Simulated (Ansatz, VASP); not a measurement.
## One calculation of Mg, two programs

```
Mg
1.0
    -1.83599    1.83599    1.67940
     1.83599   -1.83599    1.67940
     1.83599    1.83599   -1.67940
Mg
1
Direct
  0.00000 0.00000 0.00000
```

This isn't the form of Mg at room conditions, which is hcp.

Alike in both runs: task relaxation of cell and atoms; functional PBE; k mesh 14 × 14 × 14; occupations gaussian, width 0.1 eV; no spin polarisation.

|  | VASP | Ansatz |
| --- | --- | --- |
| version | VASP 6.6.1 | Ansatz 0.2.0 |
| potentials or method | VASP PAW PBE potentials, release 64 (Mg) | scalar-relativistic, plane waves, PAW |
| plane-wave cutoff (eV) | 600 | 420 |
| valence electrons in the cell | 2 | 10 |

Ansatz gave:

```
gap on the k mesh at the Fermi level, each at its own relaxed structure (eV) : none
relaxed volume (Å³/atom)                                                     : 22.95
relaxed cell length with the largest relative difference (Å)                 : 3.101
energy change over the relaxation (meV/atom)                                 : -3
```

Problem. Which values does VASP return?

Solution. gap on the k mesh at the Fermi level, each at its own relaxed structure (eV): none; relaxed volume (Å³/atom): 22.85; relaxed cell length with the largest relative difference (Å): 3.096; energy change over the relaxation (meV/atom): -3.

A gap of «none» marks a metal or a gap that the smearing closes. The two sets of potentials don't hold the same shells in valence.
